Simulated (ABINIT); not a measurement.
# W in ABINIT: work function with PBE

Aim: the work function of W with PBE.

Everything below comes from runs of ABINIT 10.8.3 (patched build). Logs are shortened: lines on timing, memory, paths and dates and some standing lists are left out, and cuts for length are marked. The log counts tension as positive stress, the text compression.

### 1 The structure

The cell holds a slab with vacuum, 6 atoms: a = 2.871 Å, b = 2.871 Å, c = 25.150 Å, α = 90.00°, β = 90.00°, γ = 90.00°.

### 2 Work function, PBE

run.abi reads:

```
# Pseudopotentials
pp_dirpath "./"
pseudos "W.GGA_PBE-JTH.xml"

# Structure
acell 3*1.0
rprim
     5.4251269187     0.0000000000     0.0000000000
     0.0000000000     5.4251269187     0.0000000000
     0.0000000000     0.0000000000    47.5266120343
ntypat 1
znucl 74
natom 6
typat 1 1 1 1 1 1
xred
     0.5000000000     0.5000000000     0.2982107356
     0.0000000000     0.0000000000     0.3789264414
     0.5000000000     0.5000000000     0.4596421471
     0.0000000000     0.0000000000     0.5403578529
     0.5000000000     0.5000000000     0.6210735586
     0.0000000000     0.0000000000     0.7017892644
chkprim 0
chksymtnons 0
tolsym 1.0e-6

# Plane-wave basis
ecut 16.0
pawecutdg 32.0
pawxcdev 0

# k points
kptopt 1
ngkpt 9 9 1
nshiftk 1
shiftk 0.0 0.0 0.0

# Exchange and correlation
ixc 11

# Bands and occupations
nband 51
occopt 3
tsmear 0.05 eV

# SCF cycle
nstep 120
tolvrs 1.0e-9

# Output
iomode 3
prtwf 0
prteig 0
prtebands 0
enunit 2
prtvol 2
prtden 1
prtvha 1
prtvclmb 1
prtpot 1
```

Potentials or basis: JTH PAW PBE v2.0.

The run is started by

```
$ mpirun --bind-to none -np 4 abinit run.abi > log 2>&1
```

run.abo:

```text
.Version 10.8.3 of ABINIT
 Symmetries : space group P4/n m m (#129); Bravais tP (primitive tetrag.)
================================================================================
 Values of the parameters that define the memory need of the present run
     intxc =       0    ionmov =       0      iscf =      17    lmnmax =      18
     lnmax =       6     mgfft =     180  mpssoang =       3    mqgrid =   12103
     natom =       6  nloc_mem =       2    nspden =       1   nspinor =       1
    nsppol =       1      nsym =      16    n1xccc =       1    ntypat =       1
    occopt =       3   xclevel =       2
       mpw =        4311          nfft =       72000          nkpt =          15
Pmy_natom=         2
 PAW method is used; the additional fine FFT grid is defined by:
   mgfftf=       250    nfftf =    225000
================================================================================
================================================================================

--------------------------------------------------------------------------------
------------- Echo of variables that govern the present computation ------------
--------------------------------------------------------------------------------
 -outvars: echo values of preprocessed input variables --------
            acell      1.0000000000E+00  1.0000000000E+00  1.0000000000E+00 Bohr
              amu      1.83850000E+02
          chkprim           0
      chksymtnons           0
             ecut      1.60000000E+01 Hartree
           enunit           2
              ixc          11
         kptrlatt        9    0    0      0    9    0      0    0    1
          kptrlen      4.88261423E+01
            natom           6
            nband          51
            ngfft          20      20     180
          ngfftdg          30      30     250
             nkpt          15
            nstep         120
             nsym          16
           ntypat           1
           occopt           3
        pawecutdg      3.20000000E+01 Hartree
         pawxcdev           0
        prtebands           0
           prteig           0
           prtpot           1
         prtvclmb           1
           prtvha           1
           prtvol           2
            prtwf           0
            rprim      5.4251269187E+00  0.0000000000E+00  0.0000000000E+00
                       0.0000000000E+00  5.4251269187E+00  0.0000000000E+00
                       0.0000000000E+00  0.0000000000E+00  4.7526612034E+01
          spgroup         129
           tolsym      1.00000000E-06
           tolvrs      1.00000000E-09
           tsmear      1.83746611E-03 Hartree
            typat      1  1  1  1  1  1
           useylm           1
           xangst      1.4354267648E+00  1.4354267648E+00  7.4999999952E+00
                       0.0000000000E+00  0.0000000000E+00  9.5299999947E+00
                       1.4354267648E+00  1.4354267648E+00  1.1559999992E+01
                       0.0000000000E+00  0.0000000000E+00  1.3589999991E+01
                       1.4354267648E+00  1.4354267648E+00  1.5619999988E+01
                       0.0000000000E+00  0.0000000000E+00  1.7649999988E+01
            xcart      2.7125634593E+00  2.7125634593E+00  1.4172945935E+01
                       0.0000000000E+00  0.0000000000E+00  1.8009089970E+01
                       2.7125634593E+00  2.7125634593E+00  2.1845234000E+01
                       0.0000000000E+00  0.0000000000E+00  2.5681378034E+01
                       2.7125634593E+00  2.7125634593E+00  2.9517522064E+01
                       0.0000000000E+00  0.0000000000E+00  3.3353666099E+01
             xred      5.0000000000E-01  5.0000000000E-01  2.9821073560E-01
                       0.0000000000E+00  0.0000000000E+00  3.7892644140E-01
                       5.0000000000E-01  5.0000000000E-01  4.5964214710E-01
                       0.0000000000E+00  0.0000000000E+00  5.4035785290E-01
                       5.0000000000E-01  5.0000000000E-01  6.2107355860E-01
                       0.0000000000E+00  0.0000000000E+00  7.0178926440E-01
            znucl       74.00000

================================================================================

 chkinp: Checking input parameters for consistency.

================================================================================
== DATASET  1 ==================================================================

--- !DatasetInfo
iteration_state: {dtset: 1, }
dimensions: {natom: 6, nkpt: 15, mband: 51, nsppol: 1, nspinor: 1, nspden: 1, mpw: 4311, }
[... 301 lines left out ...]
 Eigenvalues (hartree) for nkpt=  15  k points:
 kpt#   1, nband= 51, wtk=  0.01235, kpt=  0.0000  0.0000  0.0000 (reduced coord)
  -2.64543   -2.64543   -2.63920   -2.63910   -2.63447   -2.63220   -1.34105   -1.33983
  -1.33068   -1.32320   -1.31842   -1.31842   -1.31815   -1.31815   -1.31422   -1.31309
  -1.31309   -1.31125   -1.31125   -1.30732   -1.30732   -1.30447   -1.30231   -1.30231
  -0.24404   -0.21299   -0.16650   -0.12541   -0.11997   -0.11366   -0.08437   -0.06976
  -0.04372   -0.01311    0.01694    0.04130    0.04252    0.04921    0.05886    0.05886
   0.07773    0.07773    0.08466    0.10325    0.11222    0.11222    0.12295    0.14761
   0.15675    0.15675    0.15786
      occupation numbers for kpt#   1
   2.00000    2.00000    2.00000    2.00000    2.00000    2.00000    2.00000    2.00000
   2.00000    2.00000    2.00000    2.00000    2.00000    2.00000    2.00000    2.00000
   2.00000    2.00000    2.00000    2.00000    2.00000    2.00000    2.00000    2.00000
   2.00000    2.00000    2.00000    2.00000    2.00000    2.00000    2.00000    2.00000
   2.00000    2.00000    2.00000    2.00000    2.00000    2.00000    1.99932    1.99932
   0.18492    0.18492    0.00466    0.00000    0.00000    0.00000    0.00000    0.00000
   0.00000    0.00000    0.00000
 kpt#   2, nband= 51, wtk=  0.04938, kpt=  0.1111  0.0000  0.0000 (reduced coord)
[... 208 lines left out ...]
  -2.64296   -2.64296   -2.63681   -2.63681   -2.63132   -2.63125   -1.33916   -1.33908
  -1.33836   -1.33820   -1.33265   -1.33206   -1.33012   -1.32938   -1.32813   -1.32807
  -1.32381   -1.32322   -1.32026   -1.31964   -1.31691   -1.31680   -1.31421   -1.31380
  -0.11304   -0.11065   -0.08817   -0.08803   -0.07846   -0.07582   -0.06023   -0.05608
  -0.05557   -0.05154   -0.01940   -0.01563    0.02833    0.03576    0.08497    0.09647
   0.12340    0.12962    0.16099    0.16860    0.16863    0.17828    0.18308    0.19196
   0.21765    0.22518    0.25942
      occupation numbers for kpt#  15
   2.00000    2.00000    2.00000    2.00000    2.00000    2.00000    2.00000    2.00000
   2.00000    2.00000    2.00000    2.00000    2.00000    2.00000    2.00000    2.00000
   2.00000    2.00000    2.00000    2.00000    2.00000    2.00000    2.00000    2.00000
   2.00000    2.00000    2.00000    2.00000    2.00000    2.00000    2.00000    2.00000
   2.00000    2.00000    2.00000    2.00000    2.00000    2.00000    0.00395    0.00001
   0.00000    0.00000    0.00000    0.00000    0.00000    0.00000    0.00000    0.00000
   0.00000    0.00000    0.00000
 Fermi (or HOMO) energy (eV) =   2.00081   Average Vxc (eV)=  -7.22720
 Eigenvalues (   eV  ) for nkpt=  15  k points:
 kpt#   1, nband= 51, wtk=  0.01235, kpt=  0.0000  0.0000  0.0000 (reduced coord)
 -71.98593  -71.98589  -71.81626  -71.81348  -71.68754  -71.62585  -36.49172  -36.45874
 -36.20972  -36.00599  -35.87615  -35.87615  -35.86855  -35.86855  -35.76180  -35.73100
 -35.73100  -35.68080  -35.68080  -35.57390  -35.57390  -35.49638  -35.43769  -35.43769
  -6.64053   -5.79568   -4.53075   -3.41260   -3.26452   -3.09289   -2.29571   -1.89830
  -1.18960   -0.35666    0.46096    1.12374    1.15715    1.33902    1.60166    1.60166
   2.11501    2.11501    2.30381    2.80944    3.05373    3.05373    3.34554    4.01670
   4.26548    4.26552    4.29549
 kpt#   2, nband= 51, wtk=  0.04938, kpt=  0.1111  0.0000  0.0000 (reduced coord)
 -71.98151  -71.98148  -71.81209  -71.80980  -71.68286  -71.62456  -36.46812  -36.44688
 -36.22628  -36.06632  -35.92204  -35.91069  -35.86308  -35.85665  -35.83164  -35.78186
 -35.72207  -35.68886  -35.67759  -35.64813  -35.57275  -35.48981  -35.48173  -35.44107
  -6.30178   -5.49005   -4.26371   -3.14977   -2.98303   -2.80822   -2.04700   -1.67025
  -1.00247   -0.23312    0.51694    0.92483    1.06349    1.37170    1.48546    1.71493
   1.76985    2.11441    2.37159    2.38680    2.75094    2.84918    3.31406    3.76178
   3.78415    4.13560    4.36381
 kpt#   3, nband= 51, wtk=  0.04938, kpt=  0.2222  0.0000  0.0000 (reduced coord)
[... 88 lines left out ...]
 -71.92557  -71.92556  -71.75836  -71.75836  -71.61079  -71.60523  -36.40415  -36.39998
 -36.38591  -36.38117  -36.26829  -36.26716  -36.17447  -36.17181  -36.09737  -36.07315
 -36.00666  -35.95993  -35.90282  -35.88457  -35.79207  -35.78763  -35.71551  -35.69685
  -2.79765   -2.56216   -2.18882   -2.09186   -1.74681   -1.60893   -1.52648   -1.48412
  -1.01535   -0.93865   -0.68750   -0.55793    0.61893    0.92054    1.57720    1.94129
   2.88731    3.06819    3.35240    3.41295    3.74816    3.79567    4.22533    4.30416
   5.15471    5.39232    6.40021
 kpt#  15, nband= 51, wtk=  0.04938, kpt=  0.4444  0.4444  0.0000 (reduced coord)
 -71.91864  -71.91863  -71.75131  -71.75131  -71.60196  -71.60002  -36.44049  -36.43825
 -36.41859  -36.41431  -36.26326  -36.24722  -36.19437  -36.17429  -36.14026  -36.13861
 -36.02262  -36.00674  -35.92616  -35.90912  -35.83495  -35.83197  -35.76152  -35.75043
  -3.07595   -3.01101   -2.39912   -2.39554   -2.13487   -2.06315   -1.63895   -1.52615
  -1.51226   -1.40241   -0.52781   -0.42520    0.77102    0.97311    2.31203    2.62520
   3.35783    3.52714    4.38084    4.58788    4.58855    4.85114    4.98187    5.22350
   5.92258    6.12756    7.05913
 Total charge density [el/Bohr^3]
)     Maximum=    1.5699E+00  at reduced coord.    0.0000    0.0000    0.5400
)Next maximum=    1.5699E+00  at reduced coord.    0.5000    0.5000    0.4600
)     Minimum=    1.7237E-08  at reduced coord.    0.5000    0.0000    0.0000
)Next minimum=    1.7237E-08  at reduced coord.    0.0000    0.5000    0.0000
   Integrated=    8.4000E+01

--- !EnergyTerms
iteration_state     : {dtset: 1, }
comment             : Components of total free energy in Hartree
kinetic             :  4.04273535321390E+01
hartree             :  1.65321490245901E+03
xc                  : -4.56247349205630E+01
Ewald energy        :  1.27811184201543E+03
psp_core            :  1.69606102700491E+01
local_psp           : -3.37763808006769E+03
PAW spherical_terms :  2.05887786983186E+01
internal            : -4.13959328013309E+02
'-kT*entropy'       : -2.65236773480610E-03
total_energy        : -4.13961980381044E+02
total_energy_eV     : -1.12644793392998E+04
...

--- !EnergyTermsDC
iteration_state     : {dtset: 1, }
comment             : '"Double-counting" decomposition of free energy'
band_energy         : -8.00333229417603E+01
Ewald energy        :  1.27811184201543E+03
psp_core            :  1.69606102700491E+01
xc_dc               : -1.67383986444696E+03
PAW spherical_terms :  4.48414268682250E+01
internal            : -4.13959308235010E+02
'-kT*entropy'       : -2.65236773480610E-03
total_energy_dc     : -4.13961960602745E+02
total_energy_dc_eV  : -1.12644788011049E+04
...

--- !EnergyTermsWithPAWCore
iteration_state     : {dtset: 1, }
comment             : 'Components of total free energy, including PAW core contributions'
Total energy        : -9.68573579088417E+04
Total energy DC     : -9.68573578890634E+04
Total energy (eV)   : -2.63562297682272E+06
Total energy DC (eV): -2.63562297628452E+06
...

 Cartesian components of stress tensor (hartree/bohr^3)
  sigma(1 1)=  3.07733348E-04  sigma(3 2)=  0.00000000E+00
  sigma(2 2)=  3.07733348E-04  sigma(3 1)=  0.00000000E+00
  sigma(3 3)=  8.61297187E-05  sigma(2 1)=  0.00000000E+00

-Cartesian components of stress tensor (GPa)         [Pressure= -6.8806E+00 GPa]
- sigma(1 1)=  9.05382768E+00  sigma(3 2)=  0.00000000E+00
- sigma(2 2)=  9.05382768E+00  sigma(3 1)=  0.00000000E+00
- sigma(3 3)=  2.53402381E+00  sigma(2 1)=  0.00000000E+00

== END DATASET(S) ==============================================================
================================================================================

 -outvars: echo values of variables after computation  --------
            acell      1.0000000000E+00  1.0000000000E+00  1.0000000000E+00 Bohr
           etotal     -4.1396196060E+02
            fcart      7.4449278243E-29  6.2428821860E-29  5.0576750314E-03
                      -1.8612319561E-29 -1.0857186410E-29 -4.2450742001E-04
                      -3.7224639121E-29 -3.5285855834E-29  1.5003812290E-03
                       3.7224639121E-29  4.0326692382E-29 -1.5003812290E-03
                       1.8612319561E-29  1.8224562903E-29  4.2450742001E-04
                      -7.4449278243E-29 -7.4837034900E-29 -5.0576750314E-03
            rprim      5.4251269187E+00  0.0000000000E+00  0.0000000000E+00
                       0.0000000000E+00  5.4251269187E+00  0.0000000000E+00
                       0.0000000000E+00  0.0000000000E+00  4.7526612034E+01
           strten      3.0773334798E-04  3.0773334798E-04  8.6129718693E-05
                       0.0000000000E+00  0.0000000000E+00  0.0000000000E+00
           xangst      1.4354267648E+00  1.4354267648E+00  7.4999999952E+00
                       0.0000000000E+00  0.0000000000E+00  9.5299999947E+00
                       1.4354267648E+00  1.4354267648E+00  1.1559999992E+01
                       0.0000000000E+00  0.0000000000E+00  1.3589999991E+01
                       1.4354267648E+00  1.4354267648E+00  1.5619999988E+01
                       0.0000000000E+00  0.0000000000E+00  1.7649999988E+01
             xred      5.0000000000E-01  5.0000000000E-01  2.9821073560E-01
                       0.0000000000E+00  0.0000000000E+00  3.7892644140E-01
                       5.0000000000E-01  5.0000000000E-01  4.5964214710E-01
                       0.0000000000E+00  0.0000000000E+00  5.4035785290E-01
                       5.0000000000E-01  5.0000000000E-01  6.2107355860E-01
                       0.0000000000E+00  0.0000000000E+00  7.0178926440E-01
 Calculation completed.
```

It took 2 min on 4 MPI ranks of Arm Neoverse V1, shared host; peak memory 0.64 GiB.

Results:

| Property | Result |
| --- | --- |
| Free energy | -11264.4788 eV |
| Largest force | 0.260 eV/Å |
| Band gap on the k mesh | none (metal or under the smearing width) |
| Valence electrons inside the program's atomic spheres | W 11.53, 11.64, 11.67 (radii [1.2763] Å) |
| Work function | 4.59 eV |

Forces in eV/Å, atoms in the order of the input:
```
W    0.000  0.000  0.260
W    0.000  0.000 -0.022
W    0.000  0.000  0.077
W    0.000  0.000 -0.077
W    0.000  0.000  0.022
W    0.000  0.000 -0.260
```

Levels at points of the mesh, in eV from the Fermi level:
| k point | band 39 | band 40 | band 41 | band 42 | band 43 | band 44 | band 45 | band 46 |
| --- | --- | --- | --- | --- | --- | --- | --- | --- |
| (0.00, 0.00, 0.00) | -0.40 | -0.40 | 0.11 | 0.11 | 0.30 | 0.81 | 1.05 | 1.05 |
